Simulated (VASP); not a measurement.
**Si in VASP 6.6.1, single-point calculation**

INCAR

```
SIGMA = 0.01
ISIF = 2
IBRION = -1
ALGO = Normal
ENCUT = 800
ISPIN = 2
MAGMOM = -3 -3
NSW = 0
NBANDS = 11
METAGGA = R2SCAN
PREC = Accurate
NELM = 120
ISMEAR = 0
EDIFF = 1E-7
LWAVE = .FALSE.
LCHARG = .FALSE.
LREAL = .FALSE.
LASPH = .TRUE.
```

KPOINTS

```
KPOINTS created by Atomic Simulation Environment
0
Gamma
8 8 8
0 0 0
```

POSCAR

```
Si
 1.0000000000000000
     0.0000000000000000    2.7085083012000002    2.7085083012000002
     2.7085083012000002    0.0000000000000000    2.7085083012000002
     2.7085083012000002    2.7085083012000002    0.0000000000000000
 Si
   2
Cartesian
  0.0000000000000000  0.0000000000000000  0.0000000000000000
  1.3542541506000001  1.3542541506000001  1.3542541506000001
```

The recommended PBE PAW datasets give the neutral cell 8 valence electrons.

Command

```
mpirun -np 1 vasp_std
```

OSZICAR

```
N       E                     dE             d eps       ncg     rms          rms(c)
DAV:   1     0.992372284889E+01    0.99237E+01   -0.44256E+03  1276   0.879E+02
DAV:   2    -0.111254149603E+02   -0.21049E+02   -0.20294E+02  1681   0.103E+02
DAV:   3    -0.118230155663E+02   -0.69760E+00   -0.69339E+00  1674   0.152E+01
DAV:   4    -0.118284072129E+02   -0.53916E-02   -0.53907E-02  1520   0.152E+00
DAV:   5    -0.118284597010E+02   -0.52488E-04   -0.52487E-04  1619   0.154E-01    0.104E+01
DAV:   6    -0.173506889652E+02   -0.55222E+01   -0.66725E-01  1441   0.592E+00    0.440E+00
DAV:   7    -0.175460185271E+02   -0.19533E+00   -0.23924E-01  1351   0.304E+00    0.307E+00
DAV:   8    -0.175321311807E+02    0.13887E-01   -0.15512E-01  1416   0.203E+00    0.295E+00
DAV:   9    -0.175410328347E+02   -0.89017E-02   -0.10252E-02  1489   0.671E-01    0.450E-01
DAV:  10    -0.175446144332E+02   -0.35816E-02   -0.12577E-02  1387   0.628E-01    0.295E-01
DAV:  11    -0.175448949036E+02   -0.28047E-03   -0.10561E-03  1473   0.196E-01    0.389E-02
DAV:  12    -0.175450457581E+02   -0.15085E-03   -0.38819E-04  1377   0.104E-01    0.127E-02
DAV:  13    -0.175450516274E+02   -0.58693E-05   -0.25751E-05  1521   0.310E-02    0.109E-02
DAV:  14    -0.175450525002E+02   -0.87281E-06   -0.86215E-06  1429   0.205E-02    0.466E-03
DAV:  15    -0.175450536693E+02   -0.11691E-05   -0.19754E-06  1366   0.124E-02    0.368E-03
DAV:  16    -0.175450539011E+02   -0.23184E-06   -0.91726E-07  1372   0.589E-03    0.322E-04
DAV:  17    -0.175450538948E+02    0.63601E-08   -0.71796E-08  1251   0.184E-03
   1 F= -.17545054E+02 E0= -.17545054E+02  d E =-.720275E-37  mag=     0.0000
```

It converged. Results: pressure 1.3 GPa; magnetic moment of the cell 0.00 μB.

For comparison, a separate r²SCAN run of the intended cell, on usual settings and not on those above, gives a gap of 0.80 eV on its mesh and a pressure of 1.3 GPa.

The run above took about 2.4 min on one core of a shared host (Intel Xeon Platinum 8488C) and held 0.26 GiB at most.
